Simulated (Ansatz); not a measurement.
# Au (Cmcm) in Ansatz: equation of state

How stiff is Au in PBE, and what volume does it want? The cell is scaled to several volumes.

All numbers are computed with Ansatz 0.2.0; they aren't measurements. Logs are shortened: lines on timing, memory, paths and dates and some standing lists are left out, and cuts for length are marked.

**1. The structure**

Symmetry: Cmcm, No. 63, orthorhombic system. The conventional cell has a = 2.823 Å, b = 5.112 Å, c = 4.893 Å, α = 90.00°, β = 90.00°, γ = 90.00°. Au (site symmetry m2m) is surrounded by 12 Au at 2.82 to 2.97 Å.

This isn't the form of Au at room conditions, which is fcc.

**2. Equation of state, PBE**

Potentials or basis: all-electron LAPW, scalar-relativistic.

This step only gathers the single runs of the series.

Results:

* Equilibrium volume: 18.03 Å³/atom
* Bulk modulus at fixed shape and positions: 138 GPa
* Pressure derivative of the bulk modulus: 5.9

Energy against volume, from the lowest point:
| volume (Å³/atom) | energy (meV/atom) |
| --- | --- |
| 16.592 | 59.98 |
| 16.945 | 32.60 |
| 17.298 | 14.21 |
| 17.651 | 3.67 |
| 18.004 | 0.00 |
| 18.357 | 2.35 |
| 18.710 | 9.95 |

Caveat: the cell was scaled at fixed shape and fractional positions, which overstates the stiffness of a crystal with free parameters, most of all of layers and chains. The run has no spin-orbit coupling, so splittings on Au are missing.
